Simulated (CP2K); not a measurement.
Runs of CP2K 2026.2 on InP. Symmetry: F-43m, No. 216, cubic system. Conventional cell: a = 5.861 Å, b = 5.861 Å, c = 5.861 Å, α = 90.00°, β = 90.00°, γ = 90.00°. In (site symmetry -43m) has 4 P at 2.54 Å as nearest neighbours. Around P (site symmetry -43m) lie 4 In at 2.54 Å. 

```csv
task,level,potentials or basis,smearing,EPS_DEFAULT,NGRIDS,CUTOFF of the grids,points a segment of the path (NPOINTS),bands added on the path,gap on the mesh (eV),pressure (GPa)
single point,PBEsol,"POTENTIAL_UZH In GTH-PBE-q13, P GTH-PBE-q5; TZVP-MOLOPT-PBE-GTH basis",fermi-dirac 0.05 eV,1.0E-10,5,450 Ry,-,-,0.59,(b)
band structure,PBE,"GTH_POTENTIALS In GTH-BLYP-q13, P GTH-BLYP-q5; DZVP-MOLOPT-SR-GTH basis",fermi-dirac 0.05 eV,1.0E-9,4,450 Ry,6,2,(a),3.5
band structure,PBE,"POTENTIAL_UZH In GTH-PBE-q13, P GTH-PBE-q5; TZVP-MOLOPT-PBE-GTH basis",fermi-dirac 0.01 eV,1.0E-9,4,450 Ry,8,6,0.69,3.9
band structure,r2SCAN,"POTENTIAL_UZH In GTH-SCAN-q13, P GTH-SCAN-q5; TZVP-MOLOPT-SCAN-GTH basis",fermi-dirac 0.05 eV,1.0E-10,5,675 Ry,10,2,1.09,1.7
band structure,PBE,"POTENTIAL_UZH In GTH-PBE-q13, P GTH-PBE-q5; TZVP-MOLOPT-PBE-GTH basis",fermi-dirac 0.05 eV,1.0E-9,4,675 Ry,10,4,0.69,3.9
```

Alike in all rows: no spin polarisation; cell as given; k mesh 8 × 8 × 8.

Question: Estimate the missing entries.

Answer: (a) 0.61; (b) 1.6.

Caveats: spin-orbit coupling is left out, which moves the levels of the heavy elements; the basis of atomic orbitals isn't converged, which shifts pressures, moduli and gaps; the potentials were made for another functional, which shifts forces and pressure (some runs).

A k mesh can miss the band edges, and the runs leave out spin-orbit coupling on In.

Not every run made on this cell is shown here.
